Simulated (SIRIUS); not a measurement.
The system is Ti.

```
Ti
1.0
     2.95000    0.00000    0.00000
    -1.47500    2.55477    0.00000
     0.00000    0.00000    4.68000
Ti
2
Direct
  0.66667 0.33333 0.75000
  0.33333 0.66667 0.25000
```

```yaml
Program: SIRIUS 7.12.0
Task: single point
Functional: PBEsol
Potentials_or_basis: all-electron FP-LAPW
Cutoff: 183 eV
Basis: apw+lo standard
k_mesh: 10 × 10 × 6
Occupations: fermi-dirac, width 0.05 eV
Spin: no spin polarisation
```

On this cell: largest force under 0.003 eV/Å; band gap on the k mesh none (metal or under the smearing width).

The same run follows on a disturbed copy (atoms moved at random):

```xyz
2
Lattice="2.9500 0.0000 0.0000 -1.4750 2.5548 0.0000 0.0000 0.0000 4.6800" Properties=species:S:1:pos:R:3 pbc="T T T"
Ti    1.5420    0.8351    3.5029
Ti    0.0045    1.7191    1.1641
```

Q: What does the disturbed cell give?

A: The energy (extrapolated to zero smearing) moves by +2.0 meV/atom; largest force 0.102 eV/Å; band gap on the k mesh none (metal or under the smearing width).

Forces in eV/Å, atoms in the order of the input:
```
Ti  -0.090  0.046  0.003
Ti   0.090 -0.046 -0.003
```
